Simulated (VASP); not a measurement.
# Ca (P6_3/mmc) in VASP: further runs, part 3 of 8

VASP 6.6.1. The steps go on from the part before.

### Step 32. Equation of state, PBE, 43.38 Å³/atom

The input, INCAR:

```
SYSTEM = Ca
ADDGRID  = .False.      
ALGO     = Normal         ! electronic algorithm
EDIFF    = 1E-6           ! SCF threshold, eV
ENCUT    = 340            ! plane-wave cutoff, eV
GGA      = PE             ! functional
ISIF     = 2              ! what is computed and relaxed
ISMEAR   = 1              ! smearing method
LASPH    = .True.         ! aspherical terms in the spheres
LCHARG   = .False.        ! write CHGCAR
LREAL    = .False.        ! projectors in reciprocal space
LWAVE    = .False.        ! write WAVECAR
NELM     = 100            ! most SCF steps
PREC     = Accurate       ! precision mode
SIGMA    = 0.1            ! smearing width, eV
```

The input, KPOINTS:

```
k-points
0
Gamma
  12 12 7
  0 0 0
```

The input, POSCAR:

```
Ca
1.0
    3.9397952310      0.0000000000      0.0000000000
   -1.9698976155      3.4119627558      0.0000000000
    0.0000000000      0.0000000000      6.4541369111
Ca
2
Direct
    0.6666666667      0.3333333333      0.7500000000
    0.3333333333      0.6666666667      0.2500000000
```

Started as:

```
cat potpaw_PBE.64/Ca_sv/POTCAR > POTCAR
mpirun -np 1 vasp_std > vasp.out
```

Wall time 16 s (1 thread of Intel Xeon 6975P-C (Granite Rapids), shared host); peak memory 0.18 GiB.

The run converged, but some of its settings lie outside the range that counts as converged, so its numbers aren't taken as properties of the crystal.

What came out:

| Item | Value |
| --- | --- |
| Free energy | -3.8585 eV |
| Pressure | -0.5 GPa |
| Band gap on the k mesh | none (metal or under the smearing width) |

### Step 33. Equation of state, PBE, 46.06 Å³/atom

INCAR is that of step 32.

KPOINTS is that of step 32.

The input, POSCAR:

```
Ca
1.0
    4.0194085035      0.0000000000      0.0000000000
   -2.0097042518      3.4809098723      0.0000000000
    0.0000000000      0.0000000000      6.5845586540
Ca
2
Direct
    0.6666666667      0.3333333333      0.7500000000
    0.3333333333      0.6666666667      0.2500000000
```

Potentials or basis: VASP PAW PBE potentials, release 64 (Ca_sv).

Started as:

```
cat potpaw_PBE.64/Ca_sv/POTCAR > POTCAR
mpirun -np 1 vasp_std > vasp.out
```

It took 15 s on 1 thread of Intel Xeon 6975P-C (Granite Rapids), shared host; peak memory 0.18 GiB.

These settings aren't checked as converged: the numbers below hold their error.

What came out:

| Quantity | Value |
| --- | --- |
| Free energy | -3.8315 eV |
| Pressure | -1.3 GPa |
| Band gap on the k mesh | none (metal or under the smearing width) |

### Step 34. Equation of state, PBE, 43.38 Å³/atom

Edit INCAR of step 33 so:

```diff
@@ -4,3 +4,3 @@
 EDIFF    = 1E-6           ! SCF threshold, eV
-ENCUT    = 340            ! plane-wave cutoff, eV
+ENCUT    = 220            ! plane-wave cutoff, eV
 GGA      = PE             ! functional
```

The input, KPOINTS:

```
k-points
0
Gamma
  16 16 9
  0 0 0
```

The input, POSCAR:

```
Ca
1.0
    3.9397952310      0.0000000000      0.0000000000
   -1.9698976155      3.4119627558      0.0000000000
    0.0000000000      0.0000000000      6.4541369111
Ca
2
Direct
    0.6666666667      0.3333333333      0.7500000000
    0.3333333333      0.6666666667      0.2500000000
```

Started as:

```
cat potpaw_PBE.64/Ca_sv/POTCAR > POTCAR
mpirun -np 1 vasp_std > vasp.out
```

It took 18 s on 1 thread of Intel Xeon 6975P-C (Granite Rapids), shared host; peak memory 0.16 GiB.

The run converged, but a check on its numbers failed (symmetry, net force, bounds or a known fault of this set-up), so they aren't taken as properties of the crystal.

Caveat: the cutoff lies under the usual one of these potentials, so the numbers hold a large basis-set error.

### Step 35. Equation of state, PBE, 46.06 Å³/atom

INCAR is that of step 34.

KPOINTS is that of step 34.

The input, POSCAR:

```
Ca
1.0
    4.0194085035      0.0000000000      0.0000000000
   -2.0097042518      3.4809098723      0.0000000000
    0.0000000000      0.0000000000      6.5845586540
Ca
2
Direct
    0.6666666667      0.3333333333      0.7500000000
    0.3333333333      0.6666666667      0.2500000000
```

Started as:

```
cat potpaw_PBE.64/Ca_sv/POTCAR > POTCAR
mpirun -np 1 vasp_std > vasp.out
```

Run time: 20 s. Hardware: 1 thread of Intel Xeon 6975P-C (Granite Rapids), shared host; peak memory 0.16 GiB.

The run converged, but a check on its numbers failed (symmetry, net force, bounds or a known fault of this set-up), so they aren't taken as properties of the crystal.

Caveat: the cutoff lies under the usual one of these potentials, so the numbers hold a large basis-set error.

### Step 36. Equation of state, PBE, 43.38 Å³/atom

Edit INCAR of step 35 so:

```diff
@@ -4,3 +4,3 @@
 EDIFF    = 1E-6           ! SCF threshold, eV
-ENCUT    = 220            ! plane-wave cutoff, eV
+ENCUT    = 400            ! plane-wave cutoff, eV
 GGA      = PE             ! functional
```

The input, KPOINTS:

```
k-points
0
Gamma
  12 12 7
  0 0 0
```

The input, POSCAR:

```
Ca
1.0
    3.9397952310      0.0000000000      0.0000000000
   -1.9698976155      3.4119627558      0.0000000000
    0.0000000000      0.0000000000      6.4541369111
Ca
2
Direct
    0.6666666667      0.3333333333      0.7500000000
    0.3333333333      0.6666666667      0.2500000000
```

Potentials or basis: VASP PAW PBE potentials, release 64 (Ca_sv).

Started as:

```
cat potpaw_PBE.64/Ca_sv/POTCAR > POTCAR
mpirun -np 1 vasp_std > vasp.out
```

It took 24 s on 1 thread of Intel Xeon 6975P-C (Granite Rapids), shared host; peak memory 0.2 GiB.

The run converged, but some of its settings lie outside the range that counts as converged, so its numbers aren't taken as properties of the crystal.

Results:

- Free energy: -3.8530 eV
- Pressure: -0.4 GPa
- Band gap on the k mesh: none (metal or under the smearing width)

### Step 37. Equation of state, PBE, 46.06 Å³/atom

INCAR is that of step 36.

KPOINTS is that of step 36.

The input, POSCAR:

```
Ca
1.0
    4.0194085035      0.0000000000      0.0000000000
   -2.0097042518      3.4809098723      0.0000000000
    0.0000000000      0.0000000000      6.5845586540
Ca
2
Direct
    0.6666666667      0.3333333333      0.7500000000
    0.3333333333      0.6666666667      0.2500000000
```

Started as:

```
cat potpaw_PBE.64/Ca_sv/POTCAR > POTCAR
mpirun -np 1 vasp_std > vasp.out
```

It took 26 s on 1 thread of Intel Xeon 6975P-C (Granite Rapids), shared host; peak memory 0.21 GiB.

The run converged, but some of its settings lie outside the range that counts as converged, so its numbers aren't taken as properties of the crystal.

What came out:

| Property | Result |
| --- | --- |
| Free energy | -3.8257 eV |
| Pressure | -1.3 GPa |
| Band gap on the k mesh | none (metal or under the smearing width) |

### Step 38. Equation of state, PBE, 43.38 Å³/atom

Edit INCAR of step 37 so:

```diff
@@ -4,3 +4,3 @@
 EDIFF    = 1E-6           ! SCF threshold, eV
-ENCUT    = 400            ! plane-wave cutoff, eV
+ENCUT    = 340            ! plane-wave cutoff, eV
 GGA      = PE             ! functional
```

The input, KPOINTS:

```
k-points
0
Gamma
  14 14 8
  0 0 0
```

The input, POSCAR:

```
Ca
1.0
    3.9397952310      0.0000000000      0.0000000000
   -1.9698976155      3.4119627558      0.0000000000
    0.0000000000      0.0000000000      6.4541369111
Ca
2
Direct
    0.6666666667      0.3333333333      0.7500000000
    0.3333333333      0.6666666667      0.2500000000
```

Started as:

```
cat potpaw_PBE.64/Ca_sv/POTCAR > POTCAR
mpirun -np 1 vasp_std > vasp.out
```

Wall time 22 s (1 thread of Intel Xeon 6975P-C (Granite Rapids), shared host); peak memory 0.2 GiB.

These settings aren't checked as converged: the numbers below hold their error.

Results:

```yaml
Free_energy: -3.8580 eV
Pressure: -0.5 GPa
Band_gap_on_the_k_mesh: none (metal or under the smearing width)
```

### Step 39. Equation of state, PBE, 46.06 Å³/atom

INCAR is that of step 38.

KPOINTS is that of step 38.

The input, POSCAR:

```
Ca
1.0
    4.0194085035      0.0000000000      0.0000000000
   -2.0097042518      3.4809098723      0.0000000000
    0.0000000000      0.0000000000      6.5845586540
Ca
2
Direct
    0.6666666667      0.3333333333      0.7500000000
    0.3333333333      0.6666666667      0.2500000000
```

Potentials or basis: VASP PAW PBE potentials, release 64 (Ca_sv).

Started as:

```
cat potpaw_PBE.64/Ca_sv/POTCAR > POTCAR
mpirun -np 1 vasp_std > vasp.out
```

Run time: 22 s. Hardware: 1 thread of Intel Xeon 6975P-C (Granite Rapids), shared host; peak memory 0.2 GiB.

The run converged, but some of its settings lie outside the range that counts as converged, so its numbers aren't taken as properties of the crystal.

Results:

| Property | Result |
| --- | --- |
| Free energy | -3.8312 eV |
| Pressure | -1.3 GPa |
| Band gap on the k mesh | none (metal or under the smearing width) |

### Step 40. Equation of state, PBE, 43.38 Å³/atom

Edit INCAR of step 39 so:

```diff
@@ -4,3 +4,3 @@
 EDIFF    = 1E-6           ! SCF threshold, eV
-ENCUT    = 340            ! plane-wave cutoff, eV
+ENCUT    = 460            ! plane-wave cutoff, eV
 GGA      = PE             ! functional
```

The input, KPOINTS:

```
k-points
0
Gamma
  12 12 7
  0 0 0
```

The input, POSCAR:

```
Ca
1.0
    3.9397952310      0.0000000000      0.0000000000
   -1.9698976155      3.4119627558      0.0000000000
    0.0000000000      0.0000000000      6.4541369111
Ca
2
Direct
    0.6666666667      0.3333333333      0.7500000000
    0.3333333333      0.6666666667      0.2500000000
```

Started as:

```
cat potpaw_PBE.64/Ca_sv/POTCAR > POTCAR
mpirun -np 1 vasp_std > vasp.out
```

It took 28 s on 1 thread of Intel Xeon 6975P-C (Granite Rapids), shared host; peak memory 0.22 GiB.

The run converged, but some of its settings lie outside the range that counts as converged, so its numbers aren't taken as properties of the crystal.

Results:

| Quantity | Value |
| --- | --- |
| Free energy | -3.8513 eV |
| Pressure | -0.4 GPa |
| Band gap on the k mesh | none (metal or under the smearing width) |

### Step 41. Equation of state, PBE, 46.06 Å³/atom

INCAR is that of step 40.

KPOINTS is that of step 40.

The input, POSCAR:

```
Ca
1.0
    4.0194085035      0.0000000000      0.0000000000
   -2.0097042518      3.4809098723      0.0000000000
    0.0000000000      0.0000000000      6.5845586540
Ca
2
Direct
    0.6666666667      0.3333333333      0.7500000000
    0.3333333333      0.6666666667      0.2500000000
```

Started as:

```
cat potpaw_PBE.64/Ca_sv/POTCAR > POTCAR
mpirun -np 1 vasp_std > vasp.out
```

It took 29 s on 1 thread of Intel Xeon 6975P-C (Granite Rapids), shared host; peak memory 0.22 GiB.

The run converged, but some of its settings lie outside the range that counts as converged, so its numbers aren't taken as properties of the crystal.

What came out:

| Quantity | Value |
| --- | --- |
| Free energy | -3.8240 eV |
| Pressure | -1.3 GPa |
| Band gap on the k mesh | none (metal or under the smearing width) |

### Step 42. Equation of state, PBE, 43.38 Å³/atom

Edit INCAR of step 41 so:

```diff
@@ -14,2 +14,2 @@
 PREC     = Accurate       ! precision mode
-SIGMA    = 0.1            ! smearing width, eV
+SIGMA    = 0.4            ! smearing width, eV
```

KPOINTS is that of step 41.

The input, POSCAR:

```
Ca
1.0
    3.9397952310      0.0000000000      0.0000000000
   -1.9698976155      3.4119627558      0.0000000000
    0.0000000000      0.0000000000      6.4541369111
Ca
2
Direct
    0.6666666667      0.3333333333      0.7500000000
    0.3333333333      0.6666666667      0.2500000000
```

Potentials or basis: VASP PAW PBE potentials, release 64 (Ca_sv).

Started as:

```
cat potpaw_PBE.64/Ca_sv/POTCAR > POTCAR
mpirun -np 1 vasp_std > vasp.out
```

Run time: 29 s. Hardware: 1 thread of Intel Xeon 6975P-C (Granite Rapids), shared host; peak memory 0.22 GiB.

These settings aren't checked as converged: the numbers below hold their error.

Results:

* Free energy: -3.8425 eV
* Pressure: -0.3 GPa
* Band gap on the k mesh: none (metal or under the smearing width)

### Step 43. Equation of state, PBE, 46.06 Å³/atom

INCAR is that of step 42.

KPOINTS is that of step 42.

The input, POSCAR:

```
Ca
1.0
    4.0194085035      0.0000000000      0.0000000000
   -2.0097042518      3.4809098723      0.0000000000
    0.0000000000      0.0000000000      6.5845586540
Ca
2
Direct
    0.6666666667      0.3333333333      0.7500000000
    0.3333333333      0.6666666667      0.2500000000
```

Started as:

```
cat potpaw_PBE.64/Ca_sv/POTCAR > POTCAR
mpirun -np 1 vasp_std > vasp.out
```

Wall time 27 s (1 thread of Intel Xeon 6975P-C (Granite Rapids), shared host); peak memory 0.22 GiB.

These settings aren't checked as converged: the numbers below hold their error.

What came out:

| Item | Value |
| --- | --- |
| Free energy | -3.8165 eV |
| Pressure | -1.2 GPa |
| Band gap on the k mesh | none (metal or under the smearing width) |

### Step 44. Equation of state, PBE, 43.38 Å³/atom

Edit INCAR of step 43 so:

```diff
@@ -14,2 +14,2 @@
 PREC     = Accurate       ! precision mode
-SIGMA    = 0.4            ! smearing width, eV
+SIGMA    = 0.2            ! smearing width, eV
```

KPOINTS is that of step 43.

The input, POSCAR:

```
Ca
1.0
    3.9397952310      0.0000000000      0.0000000000
   -1.9698976155      3.4119627558      0.0000000000
    0.0000000000      0.0000000000      6.4541369111
Ca
2
Direct
    0.6666666667      0.3333333333      0.7500000000
    0.3333333333      0.6666666667      0.2500000000
```

Started as:

```
cat potpaw_PBE.64/Ca_sv/POTCAR > POTCAR
mpirun -np 1 vasp_std > vasp.out
```

Wall time 30 s (1 thread of Intel Xeon 6975P-C (Granite Rapids), shared host); peak memory 0.22 GiB.

The run converged, but some of its settings lie outside the range that counts as converged, so its numbers aren't taken as properties of the crystal.

What came out:

- Free energy: -3.8482 eV
- Pressure: -0.4 GPa
- Band gap on the k mesh: none (metal or under the smearing width)

### Step 45. Equation of state, PBE, 46.06 Å³/atom

INCAR is that of step 44.

KPOINTS is that of step 44.

The input, POSCAR:

```
Ca
1.0
    4.0194085035      0.0000000000      0.0000000000
   -2.0097042518      3.4809098723      0.0000000000
    0.0000000000      0.0000000000      6.5845586540
Ca
2
Direct
    0.6666666667      0.3333333333      0.7500000000
    0.3333333333      0.6666666667      0.2500000000
```

Potentials or basis: VASP PAW PBE potentials, release 64 (Ca_sv).

Started as:

```
cat potpaw_PBE.64/Ca_sv/POTCAR > POTCAR
mpirun -np 1 vasp_std > vasp.out
```

Wall time 29 s (1 thread of Intel Xeon 6975P-C (Granite Rapids), shared host); peak memory 0.22 GiB.

These settings aren't checked as converged: the numbers below hold their error.

What came out:

| Quantity | Value |
| --- | --- |
| Free energy | -3.8214 eV |
| Pressure | -1.2 GPa |
| Band gap on the k mesh | none (metal or under the smearing width) |

### Step 46. Equation of state, PBE, 43.38 Å³/atom

Edit INCAR of step 45 so:

```diff
@@ -14,2 +14,2 @@
 PREC     = Accurate       ! precision mode
-SIGMA    = 0.2            ! smearing width, eV
+SIGMA    = 0.05           ! smearing width, eV
```

KPOINTS is that of step 45.

The input, POSCAR:

```
Ca
1.0
    3.9397952310      0.0000000000      0.0000000000
   -1.9698976155      3.4119627558      0.0000000000
    0.0000000000      0.0000000000      6.4541369111
Ca
2
Direct
    0.6666666667      0.3333333333      0.7500000000
    0.3333333333      0.6666666667      0.2500000000
```

Started as:

```
cat potpaw_PBE.64/Ca_sv/POTCAR > POTCAR
mpirun -np 1 vasp_std > vasp.out
```

Run time: 30 s. Hardware: 1 thread of Intel Xeon 6975P-C (Granite Rapids), shared host; peak memory 0.22 GiB.

The run converged, but some of its settings lie outside the range that counts as converged, so its numbers aren't taken as properties of the crystal.

Results:

| Quantity | Value |
| --- | --- |
| Free energy | -3.8520 eV |
| Pressure | -0.4 GPa |
| Band gap on the k mesh | none (metal or under the smearing width) |

### Step 47. Equation of state, PBE, 46.06 Å³/atom

INCAR is that of step 46.

KPOINTS is that of step 46.

The input, POSCAR:

```
Ca
1.0
    4.0194085035      0.0000000000      0.0000000000
   -2.0097042518      3.4809098723      0.0000000000
    0.0000000000      0.0000000000      6.5845586540
Ca
2
Direct
    0.6666666667      0.3333333333      0.7500000000
    0.3333333333      0.6666666667      0.2500000000
```

Started as:

```
cat potpaw_PBE.64/Ca_sv/POTCAR > POTCAR
mpirun -np 1 vasp_std > vasp.out
```

It took 30 s on 1 thread of Intel Xeon 6975P-C (Granite Rapids), shared host; peak memory 0.22 GiB.

These settings aren't checked as converged: the numbers below hold their error.

What came out:

```
Free energy            : -3.8244 eV
Pressure               : -1.3 GPa
Band gap on the k mesh : none (metal or under the smearing width)
```

### Step 48. Equation of state, PBE, 43.38 Å³/atom

Edit INCAR of step 47 so:

```diff
@@ -14,2 +14,2 @@
 PREC     = Accurate       ! precision mode
-SIGMA    = 0.05           ! smearing width, eV
+SIGMA    = 0.02           ! smearing width, eV
```

KPOINTS is that of step 47.

The input, POSCAR:

```
Ca
1.0
    3.9397952310      0.0000000000      0.0000000000
   -1.9698976155      3.4119627558      0.0000000000
    0.0000000000      0.0000000000      6.4541369111
Ca
2
Direct
    0.6666666667      0.3333333333      0.7500000000
    0.3333333333      0.6666666667      0.2500000000
```

Potentials or basis: VASP PAW PBE potentials, release 64 (Ca_sv).

Started as:

```
cat potpaw_PBE.64/Ca_sv/POTCAR > POTCAR
mpirun -np 1 vasp_std > vasp.out
```

It took 27 s on 1 thread of Intel Xeon 6975P-C (Granite Rapids), shared host; peak memory 0.22 GiB.

The run converged, but some of its settings lie outside the range that counts as converged, so its numbers aren't taken as properties of the crystal.

What came out:

- Free energy: -3.8522 eV
- Pressure: -0.4 GPa
- Band gap on the k mesh: none (metal or under the smearing width)

### Step 49. Equation of state, PBE, 46.06 Å³/atom

INCAR is that of step 48.

KPOINTS is that of step 48.

The input, POSCAR:

```
Ca
1.0
    4.0194085035      0.0000000000      0.0000000000
   -2.0097042518      3.4809098723      0.0000000000
    0.0000000000      0.0000000000      6.5845586540
Ca
2
Direct
    0.6666666667      0.3333333333      0.7500000000
    0.3333333333      0.6666666667      0.2500000000
```

Started as:

```
cat potpaw_PBE.64/Ca_sv/POTCAR > POTCAR
mpirun -np 1 vasp_std > vasp.out
```

It took 29 s on 1 thread of Intel Xeon 6975P-C (Granite Rapids), shared host; peak memory 0.22 GiB.

These settings aren't checked as converged: the numbers below hold their error.

What came out:

| Quantity | Value |
| --- | --- |
| Free energy | -3.8246 eV |
| Pressure | -1.3 GPa |
| Band gap on the k mesh | none (metal or under the smearing width) |

### Step 50. Equation of state, PBE, 43.38 Å³/atom

Edit INCAR of step 49 so:

```diff
@@ -13,3 +13,3 @@
 NELM     = 100            ! most SCF steps
-PREC     = Accurate       ! precision mode
-SIGMA    = 0.02           ! smearing width, eV
+PREC     = Low            ! precision mode
+SIGMA    = 0.1            ! smearing width, eV
```

KPOINTS is that of step 49.

The input, POSCAR:

```
Ca
1.0
    3.9397952310      0.0000000000      0.0000000000
   -1.9698976155      3.4119627558      0.0000000000
    0.0000000000      0.0000000000      6.4541369111
Ca
2
Direct
    0.6666666667      0.3333333333      0.7500000000
    0.3333333333      0.6666666667      0.2500000000
```

Started as:

```
cat potpaw_PBE.64/Ca_sv/POTCAR > POTCAR
mpirun -np 1 vasp_std > vasp.out
```

Wall time 15 s (1 thread of Intel Xeon 6975P-C (Granite Rapids), shared host); peak memory 0.16 GiB.

These settings aren't checked as converged: the numbers below hold their error.

Results:

```
Free energy            : -3.8518 eV
Pressure               : -0.4 GPa
Band gap on the k mesh : none (metal or under the smearing width)
```

### Step 51. Equation of state, PBE, 46.06 Å³/atom

INCAR is that of step 50.

KPOINTS is that of step 50.

The input, POSCAR:

```
Ca
1.0
    4.0194085035      0.0000000000      0.0000000000
   -2.0097042518      3.4809098723      0.0000000000
    0.0000000000      0.0000000000      6.5845586540
Ca
2
Direct
    0.6666666667      0.3333333333      0.7500000000
    0.3333333333      0.6666666667      0.2500000000
```

Potentials or basis: VASP PAW PBE potentials, release 64 (Ca_sv).

Started as:

```
cat potpaw_PBE.64/Ca_sv/POTCAR > POTCAR
mpirun -np 1 vasp_std > vasp.out
```

It took 16 s on 1 thread of Intel Xeon 6975P-C (Granite Rapids), shared host; peak memory 0.17 GiB.

These settings aren't checked as converged: the numbers below hold their error.

Results:

```
Free energy            : -3.8241 eV
Pressure               : -1.3 GPa
Band gap on the k mesh : none (metal or under the smearing width)
```

(Continued in part 4 of 8.)
